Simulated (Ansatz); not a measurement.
## Sn: electron density at the nuclei under pressure

```yaml
crystal:
  lattice:
    - [0.00000, 3.28499, 3.28499]
    - [3.28499, 0.00000, 3.28499]
    - [3.28499, 3.28499, 0.00000]
  atoms:
    - { symbol: Sn, position: [0.50000, 0.50000, 0.50000] }
    - { symbol: Sn, position: [0.75000, 0.75000, 0.75000] }
```

Atom numbers follow the list: Sn1, Sn2.

The cell is the one relaxed in the Materials Project (mp-117), not relaxed further here; entries there can be hypothetical.

Spin–orbit coupling is left out, though it moves levels of the heavy atoms by tenths of an eV or more.

These are results of Ansatz 0.2.0, DFT, r2SCAN, all-electron PAW with datasets made for the crystal, scalar-relativistic, not measurements.

The runs use a Γ-centred 9×9×9 k mesh, Fermi–Dirac smearing of 0.08 eV, cutoff 240 eV (chosen by the program for this cell), no spin polarisation.

The contact density is the mean electron density over the nuclear volume; its changes set Mössbauer isomer shifts. Changes below are taken from the unscaled cell, where it is 1.23421e+06 e/Å³ at Sn1.

```json
{"V/V(cell)": "0.9500", "P (GPa)": "2.4", "Δρ(0) Sn1 (e/Å³)": "?"}
{"V/V(cell)": "1.0000", "P (GPa)": "0.0", "Δρ(0) Sn1 (e/Å³)": "0.00"}
{"V/V(cell)": "1.0500", "P (GPa)": "-1.9", "Δρ(0) Sn1 (e/Å³)": "?"}
```

Q: Fill in "Δρ(0) Sn1 (e/Å³)" for the row "0.9500".

A: -4.48.

Q: Give the missing entry: row "1.0500", column "Δρ(0) Sn1 (e/Å³)".

A: 4.74.

The datasets are made afresh for each cell, so very small changes are uncertain.
